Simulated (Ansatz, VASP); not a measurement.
## One calculation of Bi, two programs

Contents of INCAR:

```
SYSTEM = Bi
PREC = Accurate ; ENCUT = 520
EDIFF = 1E-6 ; ISMEAR = -1
SIGMA = 0.05 ; LREAL = .FALSE.
LASPH = .TRUE. ; NELM = 60
ALGO = Normal ; ISIF = 2
LWAVE = .FALSE. ; LCHARG = .FALSE.
NBANDS = 22
```

The input KPOINTS:

```
Automatic mesh
0
G
  4 4 5
  0 0 0
```

File POSCAR:

```
Bi
1.0
    3.4885980000     -3.1325780000      0.0000000000
    3.4885980000      3.1325780000      0.0000000000
   -1.2602350000      0.0000000000      3.1135500000
Bi
2
Direct
    0.7530610000      0.7530610000      0.8573820000
    0.2469390000      0.2469390000      0.1426180000
```

The input input.yaml:

```yaml
crystal:
  lattice:
    - [3.488598, -3.132578, 0.0]
    - [3.488598, 3.132578, 0.0]
    - [-1.260235, 0.0, 3.11355]
  atoms:
    - { symbol: Bi, position: [0.753061, 0.753061, 0.857382] }
    - { symbol: Bi, position: [0.246939, 0.246939, 0.142618] }
hamiltonian:
  xc: lda
  pseudopotentials: { kind: paw }
kpoints:
  mp_grid: { grid: [4, 4, 5] }
scf:
  occupations: { method: fermi_dirac, width: 0.05 }
  n_extra_bands: 6
output:
  forces: true
  stress: true
  eigenvalues: true
  dos: { projected: true, de: 0.05, nscf_kmesh: { grid: [6, 6, 8] } }
  write_density: true
  write_potential: true
  elf: true
  volumetric_format: npy
```

This isn't the form of Bi at room conditions, which is rhombohedral.

Alike in both runs: functional LDA; k mesh 4 × 4 × 5; occupations fermi-dirac, width 0.05 eV; no spin polarisation.

|  | VASP | Ansatz |
| --- | --- | --- |
| version | VASP 6.6.1 | Ansatz 0.2.0 |
| potentials or method | VASP PAW LDA potentials, release 64 (Bi_d) | Ansatz PAW |
| plane-wave cutoff (eV) | 520 | 420 |
| valence electrons in the cell | 30 | 30 |
| task | single point | projected density of states |

|  | VASP | Ansatz | Ansatz less VASP |
| --- | --- | --- | --- |
| gap on the k mesh at the Fermi level (eV) | none | none | - |
| pressure (GPa) | -3.5 | -3.6 | -0.06 |
| largest component of the traceless stress (GPa) | 1.21 | 1.22 | +0.011 |
| rms of the force components (eV/Å) | 0.110 | 0.113 | +0.0033 |

Atom by atom the forces differ by 0.003 eV/Å (rms over components). A gap of «none» marks a metal or a gap that the smearing closes.

Caveats: the k mesh is coarse (spacing up to 0.40 Å⁻¹), so the values aren't converged; spin-orbit coupling is left out, which moves the levels of the heavy elements; the PAW data sets come from PBE, with cores solved anew for the run's functional, which leaves a small shift of forces and pressure (Ansatz); the density of states is complete only up to the lowest level of the last band computed (Ansatz).
